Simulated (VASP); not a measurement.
Write the native input for VASP 6.6.1 that does the following.

* Task: relaxation of cell and atoms
* Functional: optB86b-vdW
* Potentials or basis: VASP PAW PBE potentials, release 64 (Si, Se)
* Cutoff: 600 eV
* k mesh: 8 × 8 × 8
* Occupations: gaussian, width 0.03 eV
* Spin: no spin polarisation
* Further INCAR settings: ALGO = Normal; EDIFF = 1e-06; IBRION = 2; EDIFFG = -0.01; NSW = 90; ISIF = 3

The structure of SiSe2 lies in POSCAR:

```
SiSe2
1.0
   -2.9990000000      4.8345000000      2.9255000000
    2.9990000000     -4.8345000000      2.9255000000
    2.9990000000      4.8345000000     -2.9255000000
Si Se
2 4
Direct
    0.7500000000      0.7500000000      0.0000000000
    0.2500000000      0.2500000000      0.0000000000
    0.1234200000      0.2116300000      0.3350500000
    0.8765800000      0.7883700000      0.6649500000
    0.6234200000      0.2883700000      0.9117900000
    0.3765800000      0.7116300000      0.0882100000
```

These files were run (other wordings do the same):

INCAR

```
SYSTEM = SiSe2
PREC = Accurate ; ENCUT = 600
EDIFF = 1E-6 ; ISMEAR = 0
SIGMA = 0.03 ; LREAL = .FALSE.
LASPH = .TRUE. ; NELM = 80
ALGO = Normal ; ISIF = 3
LWAVE = .FALSE. ; LCHARG = .FALSE.
GGA = MK ; LUSE_VDW = .TRUE.
AGGAC = 0.0 ; PARAM1 = 0.1234
PARAM2 = 1.0 ; IBRION = 2
NSW = 90 ; EDIFFG = -0.01
KPAR = 2
```

KPOINTS

```
Automatic mesh
0
G
  8 8 8
  0 0 0
```

Potentials or basis: VASP PAW PBE potentials, release 64 (Si, Se).

Run with:

```console
$ cat potpaw_PBE.64/Si/POTCAR potpaw_PBE.64/Se/POTCAR > POTCAR
$ mpirun -np 2 vasp_std > vasp.out
```

It gave:

```yaml
Relaxed_volume: 27.72 Å³/atom
Relaxed_cell: a = 6.325 Å, b = 6.325 Å, c = 6.325 Å, α = 123.85°, β = 82.94°, γ = 124.46°
Space_group_after_relaxing_to_0.05_Å: Ibam (No. 72)
Energy_gained_by_relaxing: 9.3 meV/atom
Ionic_steps: 17
Pressure_after_relaxing: 0.0 GPa
Largest_force_after_relaxing: 0.008 eV/Å
Band_gap_on_the_k_mesh: 1.48 eV, indirect (least direct gap 1.71 eV)
```

Caveat: the PAW data sets were made with another functional, which shifts forces and pressure a little.

Run time: 45 min on 2 MPI ranks on Intel(R) Xeon(R) 6975P-C (Granite Rapids) (shared host), peak memory 1.3 GiB a rank.
